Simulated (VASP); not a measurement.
Set up this calculation in VASP 6.6.1, as the native input.

```yaml
Task: relaxation of cell and atoms
Functional: PBE
Potentials_or_basis: VASP PAW PBE potentials, release 64 (Si, Ni)
Cutoff: 600 eV
k_mesh: 8 × 12 × 8
Occupations: methfessel-paxton, width 0.1 eV
Spin: no spin polarisation
Further_INCAR_settings: ALGO = Normal; EDIFF = 1e-07; IBRION = 2; EDIFFG = -0.005; NSW = 90; ISIF = 3
```

The structure of SiNi lies in POSCAR:

```
SiNi                                    
1.0
    5.1494048597     -0.0000000000      0.0000000000
   -0.0000000000      3.3811176053      0.0000000000
    0.0000000000      0.0000000000      5.6122944565
  Si              Ni            
     4     4
Direct
     0.3208909155869607    0.7500000000000000    0.0847739854370817
     0.1791090844130392    0.2500000000000000    0.5847739854370816
     0.8208909155869606    0.7500000000000000    0.4152260145629183
     0.6791090844130394    0.2500000000000000    0.9152260145629184
     0.0084808556868073    0.2500000000000000    0.1886003609630057
     0.4915191443131928    0.7500000000000000    0.6886003609630056
     0.5084808556868075    0.2500000000000000    0.3113996390369943
     0.9915191443131925    0.7500000000000000    0.8113996390369944
```

One way to write it, as run:

INCAR

```
SYSTEM = SiNi
  ALGO = Normal
  EDIFF = 1E-7
  EDIFFG = -0.005
  ENCUT = 600
  GGA = PE
  IBRION = 2
  ISIF = 3
  ISMEAR = 1
  KPAR = 4
  LASPH = .TRUE.
  LCHARG = .FALSE.
  LREAL = .FALSE.
  LWAVE = .FALSE.
  NELM = 80
  NSW = 90
  PREC = Accurate
  SIGMA = 0.1
```

KPOINTS

```
k-points
0
G
  8 12 8
  0 0 0
```

Potentials or basis: VASP PAW PBE potentials, release 64 (Si, Ni).

Run with:

```console
$ cat potpaw_PBE.64/Si/POTCAR potpaw_PBE.64/Ni/POTCAR > POTCAR
$ mpirun -np 4 vasp_std > vasp.out
```

It gave:

```json
{"Relaxed volume": "12.22 Å³/atom", "Relaxed cell": "a = 5.148 Å, b = 3.382 Å, c = 5.614 Å, α = 90.00°, β = 90.00°, γ = 90.00°", "Space group after relaxing (to 0.05 Å)": "Pnma (No. 62)", "Energy gained by relaxing": "0.0 meV/atom", "Ionic steps": "4", "Pressure after relaxing": "0.0 GPa", "Band gap on the k mesh": "none (metal or under the smearing width)"}
```

Run time: 5 min on 4 MPI ranks on Intel(R) Xeon(R) Platinum 8488C (Sapphire Rapids), on a shared host, peak memory 0.62 GiB a rank.
